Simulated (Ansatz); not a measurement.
**A hole started on a pair of Cl atoms pulled together in KCl (Fm-3m)**

Question: is an added hole in KCl (Fm-3m) a free carrier or a small polaron? The trial puts it on a pair of Cl atoms pulled together. The model is a cell of 128 host atoms; several levels of theory are compared, with their cost.

Method: plane-wave PAW DFT, PBE0 form with 0.42 exact exchange; relaxation of all atoms of a supercell at fixed charge in a uniform background; PAW set soft_1, in Ansatz 0.2.0.

In doubt: the hybrid run may have settled on a false gap or state, so the values of those runs are not to be relied on; a hybrid run on one k-point, which bears on gaps, levels and energies.

### 1. The starting structure

The cell holds 128 atoms: 64 K and 64 Cl. Cell: a = 17.658 Å, b = 17.658 Å, c = 17.658 Å, α = 60.0°, β = 60.0°, γ = 60.0°. It derives from KCl (space group Fm-3m). Nearest the centre at fractional (0.250, 0.625, 0.375): Cl20 at 1.30 Å, Cl52 at 1.30 Å, K53 at 2.21 Å, K59 at 2.21 Å, Cl44 at 3.82 Å, Cl28 at 3.82 Å, Cl22 at 3.82 Å, K29 at 3.82 Å. The cell carries charge +1.

Screening for the image-charge correction: ε∞ = 2.38, ε0 = 5.25, computed on the host (DFPT, PBEsol).

The cell's shortest repeat is 17.7 Å.

The centre named in tables marks the trial (a pair of Cl atoms pulled together), and distances without another origin count from it. The distances above are those of the displaced start.

### 2. Relaxation with the hole, PBE0 (α = 0.42)

A share of exact exchange removes much of the self-interaction that would spread the carrier over the cell. Its share α is set to 1/ε∞ of the host. A carrier doesn't trap itself from the perfect lattice, where equivalent sites compete, so the atoms around the trial site start displaced and the spin starts there. The total moment is locked to that of one carrier.

Contents of qp1_M1_trap.hrelax/input.yaml:

```yaml
crystal:
  lattice:
    - [0.0, 12.48623038, 12.48623038]
    - [12.48623038, 0.0, 12.48623038]
    - [12.48623038, 12.48623038, 0.0]
  atoms:
    - { symbol: K, position: [0.0, 0.0, 0.0] }
    - { symbol: Cl, position: [0.125, 0.125, 0.125] }
    - { symbol: K, position: [0.0, 0.0, 0.25] }
[... 1 atom line left out ...]
    - { symbol: K, position: [0.0, 0.0, 0.5] }
[... 6 atom lines left out ...]
    - { symbol: Cl, position: [0.125, 0.375, 0.375] }
[... 1 atom line left out ...]
    - { symbol: Cl, position: [0.125, 0.375, 0.625] }
[... 3 atom lines left out ...]
    - { symbol: Cl, position: [0.125, 0.625, 0.125] }
[... 1 atom line left out ...]
    - { symbol: Cl, position: [0.176657, 0.625, 0.375], spin: 0.5 }
    - { symbol: K, position: [0.0, 0.5, 0.5] }
    - { symbol: Cl, position: [0.125, 0.625, 0.625] }
    - { symbol: K, position: [0.0, 0.5, 0.75] }
[... 2 atom lines left out ...]
    - { symbol: Cl, position: [0.125, 0.875, 0.125] }
    - { symbol: K, position: [0.0, 0.75, 0.25] }
    - { symbol: Cl, position: [0.125, 0.875, 0.375] }
    - { symbol: K, position: [0.0, 0.75, 0.5] }
    - { symbol: Cl, position: [0.125, 0.875, 0.625] }
    - { symbol: K, position: [0.0, 0.75, 0.75] }
[... 3 atom lines left out ...]
    - { symbol: K, position: [0.25, 0.0, 0.25] }
[... 6 atom lines left out ...]
    - { symbol: Cl, position: [0.375, 0.375, 0.125] }
[... 1 atom line left out ...]
    - { symbol: Cl, position: [0.375, 0.375, 0.375] }
    - { symbol: K, position: [0.25, 0.25, 0.5] }
    - { symbol: Cl, position: [0.375, 0.375, 0.625] }
    - { symbol: K, position: [0.25, 0.25, 0.75] }
[... 2 atom lines left out ...]
    - { symbol: Cl, position: [0.375, 0.625, 0.125] }
    - { symbol: K, position: [0.25, 0.5, 0.25] }
    - { symbol: Cl, position: [0.323343, 0.625, 0.375], spin: 0.5 }
    - { symbol: K, position: [0.25, 0.5, 0.5] }
    - { symbol: Cl, position: [0.375, 0.625, 0.625] }
    - { symbol: K, position: [0.25, 0.5, 0.75] }
[... 1 atom line left out ...]
    - { symbol: K, position: [0.25, 0.75, 0.0] }
    - { symbol: Cl, position: [0.375, 0.875, 0.125] }
    - { symbol: K, position: [0.25, 0.75, 0.25] }
    - { symbol: Cl, position: [0.375, 0.875, 0.375] }
    - { symbol: K, position: [0.25, 0.75, 0.5] }
[... 12 atom lines left out ...]
    - { symbol: Cl, position: [0.625, 0.375, 0.125] }
    - { symbol: K, position: [0.5, 0.25, 0.25] }
    - { symbol: Cl, position: [0.625, 0.375, 0.375] }
    - { symbol: K, position: [0.5, 0.25, 0.5] }
[... 3 atom lines left out ...]
    - { symbol: K, position: [0.5, 0.5, 0.0] }
    - { symbol: Cl, position: [0.625, 0.625, 0.125] }
    - { symbol: K, position: [0.5, 0.5, 0.25] }
[... 1 atom line left out ...]
    - { symbol: K, position: [0.5, 0.5, 0.5] }
[... 3 atom lines left out ...]
    - { symbol: K, position: [0.5, 0.75, 0.0] }
[... 1 atom line left out ...]
    - { symbol: K, position: [0.5, 0.75, 0.25] }
[... 26 atom lines left out ...]
    - { symbol: Cl, position: [0.875, 0.625, 0.625] }
[... 5 atom lines left out ...]
    - { symbol: Cl, position: [0.875, 0.875, 0.375] }
[... 1 atom line left out ...]
    - { symbol: Cl, position: [0.875, 0.875, 0.625] }
[... 1 atom line left out ...]
    - { symbol: Cl, position: [0.875, 0.875, 0.875] }
  host:
    repeats: [4, 4, 4]
    atoms:
      - { symbol: K, position: [0.0, 0.0, 0.0] }
      - { symbol: Cl, position: [0.5, 0.5, 0.5] }
total_charge: 1
basis:
  ecutwfc: 420
  xc_grid: 2
hamiltonian:
  xc: { preset: pbe0, exx: 0.42 }
  pseudopotentials: { kind: paw, azcp: { folder: soft_1 } }
kpoints:
  mp_grid: { grid: [1, 1, 1] }
magnetization:
  spin_polarized: true
  initial_magnetization: 1
  spin_locking: { lock_magnetization: hard }
scf:
  occupations: { method: fixed }
  max_iter: 80
output:
  forces: true
  charged_corrections:
    epsilon: 2.38
    static_epsilon: 5.25
    defect_position: [0.25, 0.625, 0.375]
relax:
  f_tol: 0.03
  max_steps: 45
  random_displacement: { amplitude: 0.02, seed: 4428 }
checkpoint:
  write: "../qp1_M1_trap.hrelax.run"
  compress: false
  write_wavefunctions: true
  write_every: 100000
```

Command:

```console
ansatz run input.yaml --threads 10 --pin off --max-ram 65945MiB --backend cuda --events-out ev --progress --plain --runs-dir out
```

Numbers of over 12 decimals in the logs are rounded to 6 here.

Output:

```text
[... repeated set-up lines and file paths are left out, and long positions are rounded to six places ...]
Engine: ansatz 0.2.0, x86_64-unknown-linux-gnu
Pseudopotentials: kind: paw
Pseudopotential: K, paw, valence charge 9, recommended cutoff 420 eV (normal), soft_1/K.paw.azcp
Pseudopotential: Cl, paw, valence charge 7, recommended cutoff 420 eV (normal), soft_1/Cl.paw.azcp
Functional definition: unnamed
  parameter a_1 = 0.42
  exchange = (1 - a_1)*pbe_x + a_1*exact_x
  correlation = pbe_c
davidson cushion auto → on  (no smearing: the cushion is to keep the highest requested band from converging to the state above it; pin scf.eigensolver.cushion to override)
device memory: the entry about to start is reckoned to put 13.4 GiB on a device that reports 78.6 GiB free
GPU FFT provider: cuFFT
GPU libraries: cuBLAS 13.8.2, cuFFT 12.4.0, cuSOLVER 12.3.4
Crystal: 128 atoms, lattice volume = 3893.355 Å³
Basis set: ecut = 420 eV, 76321 PW (Γ), exchange–correlation on 240×240×240 points (8 copies of the dense FFT grid, shifted against one another)
Bands: 640, of which v1, the nominal top of the filled ones, is band 512 counted from 1 (511 counted from 0)
Symmetry: 1 space group operations
k-points: 1
Non-local potential: K, projectors of the file, l = 0: 3, l = 1: 2, l = 2: 2
Non-local potential: Cl, projectors of the file, l = 0: 2, l = 1: 2, l = 2: 1
PAW form: soft (Blöchl's): semilocal exchange-correlation on the pseudo side does not see the compensation charge
PAW frozen core: K, regenerated for the run's functional, and the local potential with it (the file was generated under x = pbe(κ = 0.804, μ = 0.219515), c = pbe(β = 0.066725))
PAW frozen core: Cl, regenerated for the run's functional, and the local potential with it (the file was generated under x = pbe(κ = 0.804, μ = 0.219515), c = pbe(β = 0.066725))
PAW one-centre angular grid: K, 110 points (default); XC on 64 Gauss nodes
PAW one-centre angular grid: Cl, 110 points (default); XC on 64 Gauss nodes
Initial density: superposition of atomic densities (chi_scale 0.1, normalization cell, long waves kept (reshape's long-wave potential 0.08 eV rms))
Starting moments: Σ|m| = 1 μB on 2 of 128 sites
Initial wavefunctions: pseudopotential atomic-orbital guess
GPU buffer pool allocated for 1728000 grid points (all kernels)
GPU transforms: local potential and band sums: pruned to the plane-wave sphere, on 120×120×120
Functional: x = pbe(κ = 0.804, μ = 0.219515), c = pbe(β = 0.066725), warm-up for x = 0.58 pbe(κ = 0.804, μ = 0.219515) + 0.42 exact, c = pbe(β = 0.066725)
iter 1 solved again at ethr=1.25e-2 eV; its pass at ethr=1.00e-1 eV (dr2=1.28e2 eV) is discarded
SCF iter   1: F=—  HF=-167810.730490 eV  |F-HF|=—  |Δ(HF+E_count)|=         —  Δρ=2.31e-2 (↑2.29e-2 ↓2.31e-2)  dr2=1.31e2  dr2_m=6.86e-2  M=1.000 μB ∫|m|=1.056 μB  β_m=0.30  ethr=1.25e-2  ⟨swp⟩=8.5  Hψ=7818  notcnv=0
preconditioner: auto → none  [insulator: Δε(μ)=1.322 eV  Ē_g=14.270 eV  n_scr=700 (ndim 8)  ℏωp=17.8 eV  f_vac=0.000]
SCF iter   2: F=—  HF=-167763.579316 eV  |F-HF|=—  |Δ(HF+E_count)|=    4.72e1  Δρ=9.59e-3 (↑9.36e-3 ↓9.59e-3)  dr2=2.32e1  dr2_m=4.56e-2  M=1.000 μB ∫|m|=1.048 μB  β_m=0.40  ethr=1.25e-2  ⟨swp⟩=6.5  Hψ=3265  notcnv=0
SCF iter   3: F=—  HF=-167755.928927 eV  |F-HF|=—  |Δ(HF+E_count)|=    7.65e0  Δρ=4.97e-3 (↑2.97e-3 ↓4.97e-3)  dr2=4.12e0  dr2_m=1.42e-1  M=1.000 μB ∫|m|=1.129 μB  β_m=0.57  ethr=2.27e-3  ⟨swp⟩=11.0  Hψ=4174  notcnv=0
SCF iter   4: F=—  HF=-167758.359887 eV  |F-HF|=—  |Δ(HF+E_count)|=    2.43e0  Δρ=4.72e-3 (↑2.60e-3 ↓4.72e-3)  dr2=6.90e0  dr2_m=7.18e-2  M=1.000 μB ∫|m|=1.101 μB  β_m=0.44  ethr=4.03e-4  ⟨swp⟩=12.0  Hψ=3817  notcnv=0
SCF iter   5: F=—  HF=-167756.840074 eV  |F-HF|=—  |Δ(HF+E_count)|=    1.52e0  Δρ=3.39e-3 (↑1.01e-3 ↓3.39e-3)  dr2=2.30e0  dr2_m=7.38e-2  M=1.000 μB ∫|m|=1.102 μB  β_m=0.67  ethr=4.03e-4  ⟨swp⟩=4.0  Hψ=3171  notcnv=0
SCF iter   6: F=—  HF=-167756.299569 eV  |F-HF|=—  |Δ(HF+E_count)|=   5.41e-1  Δρ=1.90e-3 (↑2.76e-4 ↓1.90e-3)  dr2=5.67e-1  dr2_m=3.33e-2  M=1.000 μB ∫|m|=1.096 μB  β_m=0.74  ethr=2.25e-4  ⟨swp⟩=5.0  Hψ=3317  notcnv=0
SCF iter   7: F=—  HF=-167756.303581 eV  |F-HF|=—  |Δ(HF+E_count)|=   4.01e-3  Δρ=3.71e-3 (↑2.22e-4 ↓3.71e-3)  dr2=2.24e0  dr2_m=1.17e-1  M=1.000 μB ∫|m|=1.143 μB  β_m=0.53  ethr=5.55e-5  ⟨swp⟩=5.5  Hψ=3318  notcnv=0  recentre
SCF iter   8: F=—  HF=-167756.266995 eV  |F-HF|=—  |Δ(HF+E_count)|=   3.66e-2  Δρ=1.62e-3 (↑1.15e-4 ↓1.62e-3)  dr2=3.85e-1  dr2_m=2.44e-2  M=1.000 μB ∫|m|=1.090 μB  β_m=0.44  ethr=5.55e-5  ⟨swp⟩=4.0  Hψ=2986  notcnv=0
SCF iter   9: F=—  HF=-167756.230514 eV  |F-HF|=—  |Δ(HF+E_count)|=   3.65e-2  Δρ=1.19e-3 (↑5.23e-5 ↓1.19e-3)  dr2=2.17e-1  dr2_m=1.32e-2  M=1.000 μB ∫|m|=1.084 μB  β_m=0.56  ethr=3.76e-5  ⟨swp⟩=3.0  Hψ=2825  notcnv=0
SCF iter  10: F=—  HF=-167756.281683 eV  |F-HF|=—  |Δ(HF+E_count)|=   5.12e-2  Δρ=3.71e-3 (↑4.73e-5 ↓3.71e-3)  dr2=2.17e0  dr2_m=1.21e-1  M=1.000 μB ∫|m|=1.145 μB  β_m=0.38  ethr=2.12e-5  ⟨swp⟩=4.0  Hψ=3050  notcnv=0  recentre
SCF iter  11: F=—  HF=-167756.216321 eV  |F-HF|=—  |Δ(HF+E_count)|=   6.54e-2  Δρ=4.25e-4 (↑3.27e-5 ↓4.25e-4)  dr2=2.57e-2  dr2_m=1.77e-3  M=1.000 μB ∫|m|=1.071 μB  β_m=0.55  ethr=2.12e-5  ⟨swp⟩=3.5  Hψ=2840  notcnv=0
SCF iter  12: F=—  HF=-167756.217929 eV  |F-HF|=—  |Δ(HF+E_count)|=   1.61e-3  Δρ=7.25e-4 (↑2.44e-5 ↓7.25e-4)  dr2=8.21e-2  dr2_m=4.73e-3  M=1.000 μB ∫|m|=1.074 μB  β_m=0.44  ethr=2.52e-6  ⟨swp⟩=3.5  Hψ=2947  notcnv=0  recentre
iter 13 solved again at ethr=2.30e-7 eV; its pass at ethr=2.52e-6 eV (dr2=2.35e-3 eV) is discarded
SCF iter  13: F=—  HF=-167756.214435 eV  |F-HF|=—  |Δ(HF+E_count)|=   3.49e-3  Δρ=1.31e-4 (↑1.19e-5 ↓1.31e-4)  dr2=2.37e-3  dr2_m=1.62e-4  M=1.000 μB ∫|m|=1.071 μB  β_m=0.43  ethr=2.30e-7  ⟨swp⟩=4.0  Hψ=5676  notcnv=0
SCF iter  14: F=—  HF=-167756.214926 eV  |F-HF|=—  |Δ(HF+E_count)|=   4.91e-4  Δρ=4.16e-4 (↑9.50e-6 ↓4.16e-4)  dr2=2.71e-2  dr2_m=1.53e-3  M=1.000 μB ∫|m|=1.072 μB  β_m=0.67  ethr=2.30e-7  ⟨swp⟩=4.0  Hψ=3139  notcnv=0  recentre
SCF iter  15: F=—  HF=-167756.214390 eV  |F-HF|=—  |Δ(HF+E_count)|=   5.37e-4  Δρ=8.74e-5 (↑4.10e-6 ↓8.74e-5)  dr2=1.14e-3  dr2_m=6.91e-5  M=1.000 μB ∫|m|=1.072 μB  β_m=0.51  ethr=2.30e-7  ⟨swp⟩=3.5  Hψ=2865  notcnv=0
SCF iter  16: F=—  HF=-167756.214369 eV  |F-HF|=—  |Δ(HF+E_count)|=   2.11e-5  Δρ=8.44e-6 (↑2.11e-6 ↓8.44e-6)  dr2=9.05e-6  dr2_m=7.57e-7  M=1.000 μB ∫|m|=1.072 μB  β_m=0.48  ethr=1.11e-7  ⟨swp⟩=2.0  Hψ=2824  notcnv=0
SCF iter  17: F=—  HF=-167756.214369 eV  |F-HF|=—  |Δ(HF+E_count)|=   6.26e-7  Δρ=1.69e-5 (↑1.28e-6 ↓1.69e-5)  dr2=4.55e-5  dr2_m=2.53e-6  M=1.000 μB ∫|m|=1.072 μB  β_m=0.48  ethr=8.84e-10  ⟨swp⟩=8.5  Hψ=3774  notcnv=0
[...]
relax step   3: F+E_penalty+E_count = -167986.69791018 eV  Δ(F+E_penalty+E_count) = -5.019e-1 eV  max|allowed force component| = 2.539e-1 eV/Å  Δτ_max = 0.1974 Å  (11 SCF iters, dr2 threshold 7.62e-5 eV, accepted)
relax step   4: F+E_penalty+E_count = -167986.59900098 eV  Δ(F+E_penalty+E_count) = +9.891e-2 eV  max|allowed force component| = 2.225e-1 eV/Å  Δτ_max = 0.2000 Å  (17 SCF iters, dr2 threshold 4.03e-6 eV, rejected (line search))
relax step   5: F+E_penalty+E_count = -167986.78432844 eV  Δ(F+E_penalty+E_count) = -8.642e-2 eV  max|allowed force component| = 2.375e-1 eV/Å  Δτ_max = 0.1000 Å  (16 SCF iters, accepted)
relax step   6: F+E_penalty+E_count = -167986.80630437 eV  Δ(F+E_penalty+E_count) = -2.198e-2 eV  max|allowed force component| = 2.693e-2 eV/Å  Δτ_max = 0.0423 Å  (14 SCF iters, dr2 threshold 3.53e-6 eV, accepted)
iter 1 solved again at ethr=7.41e-12 eV; its pass at ethr=1.00e-1 eV (dr2=7.58e-8 eV) is discarded
SCF iter   1: F=—  HF=-167986.806304 eV  |F-HF|=—  |Δ(HF+E_count)|=         —  Δρ=1.16e-6 (↑1.11e-6 ↓1.16e-6)  dr2=8.71e-8  dr2_m=2.08e-9  M=1.000 μB ∫|m|=1.130 μB  β_m=0.30  ethr=7.41e-12  ⟨swp⟩=14.0  Hψ=6346  notcnv=0  reapply=2
SCF iter   2: F=-167986.806304 eV  HF=-167986.806304 eV  |F-HF|=2.15e-8  |Δ(HF+E_count)|=   3.28e-8  Δρ=7.42e-7 (↑7.14e-7 ↓7.42e-7)  dr2=2.85e-8  dr2_m=1.05e-9  M=1.000 μB ∫|m|=1.130 μB  ethr=1.05e-11 (applied; sched 7.41e-12)  ⟨swp⟩=7.5  Hψ=2946  notcnv=0  defer=4
SCF 19 converged in 2 iterations: F = -167986.806304 eV  dr2 = 2.85e-8
  Residual-converged pass: ⟨swp⟩=2.0  Hψ=1927  notcnv=0  max |occ|·‖R‖ = 6.2e-6 eV (tolerance 6.7e-6 eV)  dr2=2.61e-8  dr2_m=1.05e-9  dr2_onsite=2.19e-9  max |Δocc| = 0.0e0
hybrid outer 1: dexx = +1.001e-9 eV, tail = 6.36e-8 eV
SCF iter   1: F=—  HF=-167986.806304 eV  |F-HF|=—  |Δ(HF+E_count)|=         —  Δρ=7.10e-7 (↑6.87e-7 ↓7.10e-7)  dr2=2.25e-8  dr2_m=1.05e-9  M=1.000 μB ∫|m|=1.130 μB  β_m=0.30  ethr=3.11e-11  ⟨swp⟩=9.0  Hψ=4412  notcnv=0  reapply=2
SCF iter   2: F=-167986.806304 eV  HF=-167986.806304 eV  |F-HF|=3.35e-9  |Δ(HF+E_count)|=   6.43e-9  Δρ=4.54e-7 (↑4.45e-7 ↓4.54e-7)  dr2=6.36e-9  dr2_m=5.39e-10  M=1.000 μB ∫|m|=1.130 μB  ethr=5.78e-12 (applied; sched 2.20e-12)  ⟨swp⟩=8.0  Hψ=2903  notcnv=0  defer=4
SCF 20 converged in 2 iterations: F = -167986.806304 eV  dr2 = 6.36e-9
  Residual-converged pass: ⟨swp⟩=2.0  Hψ=2105  notcnv=0  max |occ|·‖R‖ = 2.4e-6 eV (tolerance 2.9e-6 eV)  dr2=6.19e-9  dr2_m=5.37e-10  dr2_onsite=8.23e-10  max |Δocc| = 0.0e0
hybrid outer 2: dexx = +1.103e-9 eV, tail = 1.54e-8 eV, Δε = 5.55e-6 eV (about 8.36e-6 eV left of the loop's levels), ΔF = 7.00e-5 eV/Å (tail 9.97e-4)
this state was not tested for a lower state beside it, because the functional holds exact exchange (a hybrid, or Hartree-Fock), whose exchange loop this test does not read (fock_operator); [...]
relax step   7: F+E_penalty+E_count = -167986.80630440 eV  Δ(F+E_penalty+E_count) = -2.218e-8 eV  max|allowed force component| = 2.677e-2 eV/Å  Δτ_max = 0.0000 Å  (4 SCF iters, accepted)
hybrid SCF converged: 2 outer / 4 inner (+0 warm-up), last move |dexx| = 1.10e-9 eV, tail = 1.54e-8 eV
Magnetization: 1.0000 μB (512.0000 up, 511.0000 down)
Absolute magnetization: 1.1322 μB (∫|ρ↑−ρ↓|, with the PAW one-centre terms)
Spin contamination: 0.0073 ħ² per cell (⟨S²⟩ above its minimum at these occupations)
Per-site moments (μB) at R_I (Å): [(1.1930145232563921e-6, 1.258971), (-3.308957331251371e-7, 1.283170), (-1.5053670541615041e-6, 1.274832), [... 125 left out ...]
Free energy (F): -167986.806304 eV
Harris-Foulkes:  -167986.806304 eV  (|F-HF|=3.35e-9)
Internal energy: -167986.806304 eV  (E = F + TS)
E sigma→0 (E₀):  -167986.806304 eV
Fermi energy:    -1.302192 (↑ -1.302192, ↓ -1.302277) eV
--- Per-component energies (eV) ---
  E_band       = -11798.610229
  E_kinetic    = 26178.395716
  E_local      = -52650.549253  (includes V_loc(G=0)·N_el)
  E_nonlocal   = 2797.885490
  E_hartree    = 17831.892848
  E_xc         = -9577.151333
  E_vxc        = -11136.960987  (∫ρ·V_xc dr)
  E_exx        = -4963.253697  (= α·E_x^exact, valence–valence)
  E_paw        = -93541.735917  (= ΣΔE_a)
  E_vpaw       = -2724.665695  (= ΣTr[D̂ρ^β])
  E_aug_tail   = 0.006600  (compensation charges beyond the density's cutoff)
  E_ewald      = -54037.047401
  E_core_change = -25.249358  (= ΣΔE_core)
  E_smearing   = -0.000000  (= −TS)
  E_closure    = 0.000002  (closes the sum)
  E_deformation_potential = 10.156694  (in the stress; not in F)
  Σ components = -167986.806304   (vs F -167986.806304, Δ=-2.91e-11)
--- Forces (eV/Å), atoms counted from 1 ---
  atom   1  K      0.00019092    -0.00020558     0.00200310
  atom   2  Cl    -0.00172538     0.00091169    -0.00038288
  [... 17 atoms left out ...]
  atom  20  Cl     0.00015092     0.02627605     0.02676532
  [... 1 atom left out ...]
  atom  22  Cl    -0.00334912    -0.00349617     0.00292461
  [... 5 atoms left out ...]
  atom  28  Cl    -0.00272809     0.00342997    -0.00376024
  atom  29  K      0.00766063    -0.00002095     0.00043284
  [... 14 atoms left out ...]
  atom  44  Cl     0.00217732    -0.00375338     0.00369730
  [... 5 atoms left out ...]
  atom  50  Cl     0.00260128     0.00348863    -0.00365838
  [... 1 atom left out ...]
  atom  52  Cl    -0.00043096    -0.02547393    -0.02671744
  atom  53  K     -0.00015512     0.00138913    -0.00278322
  [... 5 atoms left out ...]
  atom  59  K     -0.00010529    -0.00308167     0.00225309
  [... 1 atom left out ...]
  atom  61  K      0.00618143    -0.00072299    -0.00066500
  [... 67 atoms left out ...]
  max |Σ_I F_I| component: 2.06e-5 eV/Å
--- Charged-cell corrections in eV (Makov–Payne, q = +1.000 e, ε = 5.250) ---
  F (periodic)     = -167986.806304  (uncorrected; the corrections below are reported, never added to it)
  E_corr1          = +0.251784  (monopole, q²α_M/2εL)
  F Makov-Payne    = -167986.554521  (F + E_corr1; no measured alignment; for a localised charge, not one spread in a band: unchecked)
  no potential alignment in this run, which stands beside a crystal: run the host's input off ansatz write-host-input, and read the two finished runs by ansatz place-levels (neither reads a slab, a wire or a sheet, whose cell leaves a vacuum)
--- Band table (eV) ---
  k-point 0 ↑: bands = ["-32.2101", "-32.2095", "-32.2089", "-32.2084", [... 573 left out ...] "10.2216", "10.3057", "10.3061", "10.3329"]
  k-point 0 ↓: bands = ["-32.2095", "-32.2089", "-32.2083", "-32.2079", [... 573 left out ...] "10.2283", "10.3134", "10.3235", "10.3429"]
  guard bands above this table: 59 of the run's 640 bands. The solve was not asked for them (output.publish_guard_bands: true or output.eigenvalues: true publishes all)
--- Relaxed structure (7 steps of the walk, 6 accepted, 0 SCFs on fresh bases) ---
  F+E_penalty+E_count = -167986.80630440 eV   max|allowed force component| = 2.677e-2 eV/Å
  atoms:
    - { symbol: K, position: [-0.004262, 0.003346, -0.003446] }
    - { symbol: Cl, position: [0.125403, 0.125327, 0.123746] }
    [... 17 atoms left out ...]
    - { symbol: Cl, position: [0.175817, 0.624988, 0.374941] }
    [... 1 atom left out ...]
    - { symbol: Cl, position: [0.126110, 0.619639, 0.628103] }
    [... 5 atoms left out ...]
    - { symbol: Cl, position: [0.126125, 0.878169, 0.369523] }
    - { symbol: K, position: [0.002416, 0.752641, 0.502573] }
    [... 14 atoms left out ...]
    - { symbol: Cl, position: [0.373867, 0.371840, 0.380377] }
    [... 5 atoms left out ...]
    - { symbol: Cl, position: [0.373904, 0.630387, 0.121777] }
    [... 1 atom left out ...]
    - { symbol: Cl, position: [0.324192, 0.625044, 0.374920] }
    - { symbol: K, position: [0.250020, 0.470616, 0.529369] }
    [... 5 atoms left out ...]
    - { symbol: K, position: [0.250011, 0.779413, 0.220518] }
    [... 1 atom left out ...]
    - { symbol: K, position: [0.242241, 0.752716, 0.502628] }
    [... 67 atoms left out ...]
```

The job ended after 4 min (1 × NVIDIA H100 80GB HBM3 with 10 threads of AMD EPYC 7R13 (Zen 3), shared host; peak memory 5 GiB; 7.5 min of CPU time).

Relaxation path:

| step | energy less that of the first step (eV) | largest force component (eV/Å) |
| --- | --- | --- |
| 1 | 0.0000 | 2.7198 |
| 2 | -1.1707 | 1.1040 |
| 3 | -1.6725 | 0.2539 |
| 4 | -1.5736 | 0.2225 |
| 5 | -1.7589 | 0.2375 |
| 6 | -1.7809 | 0.0269 |
| 7 | -1.7809 | 0.0268 |

Relaxation step 4 was tried and not accepted.

The atoms that moved most (Å, from the sites as typed, ahead of the random displacement):

| atom | dx | dy | dz | length |
| --- | --- | --- | --- | --- |
| K59 | 0.000 | -0.367 | 0.368 | 0.519 |
| K53 | 0.001 | 0.368 | -0.367 | 0.519 |
| Cl58 | 0.000 | -0.010 | 0.165 | 0.166 |
| Cl46 | 0.000 | 0.165 | -0.009 | 0.166 |
| Cl26 | 0.000 | -0.165 | 0.009 | 0.165 |
| Cl14 | 0.000 | 0.009 | -0.164 | 0.165 |
| K27 | -0.001 | -0.127 | 0.036 | 0.132 |
| K85 | 0.000 | 0.127 | -0.036 | 0.132 |

The moves above count from the input, in which the atoms at the trial site were already displaced.

The atoms nearest to the centre after the run:

| atom | distance (Å) |
| --- | --- |
| Cl52 | 1.310 |
| Cl20 | 1.311 |
| K53 | 2.726 |
| K59 | 2.727 |
| K29 | 3.827 |
| K61 | 3.827 |
| K51 | 3.828 |
| K83 | 3.829 |
| Cl22 | 3.844 |
| Cl28 | 3.844 |
| Cl44 | 3.845 |
| Cl50 | 3.846 |

Largest moments: 0.42 μB on Cl52, 0.42 μB on Cl20 and 0.00 μB on K59. The sizes of the moments in the atoms' spheres add to about 0.9 μB, shared by 2.0 atoms in effect, 99 % of it within 3.2 Å of the largest: the carrier is localised at or next to the trial site.

(Continued in part 2 of 3.)

[Logs are printed without paths, hosts, clocks, repeated set-up lines and the standing remarks that a program may print on its own settings, such as how far it seeks lower states.]

[Hosts, paths, dates, database ids (printed as entryN), source tags and the programs' standing remarks are cut or masked in the printed files.]

[For some hosts the program warned that the k-mesh of the response run may be too coarse for force constants and the static dielectric constant; such warnings are not shown here.]
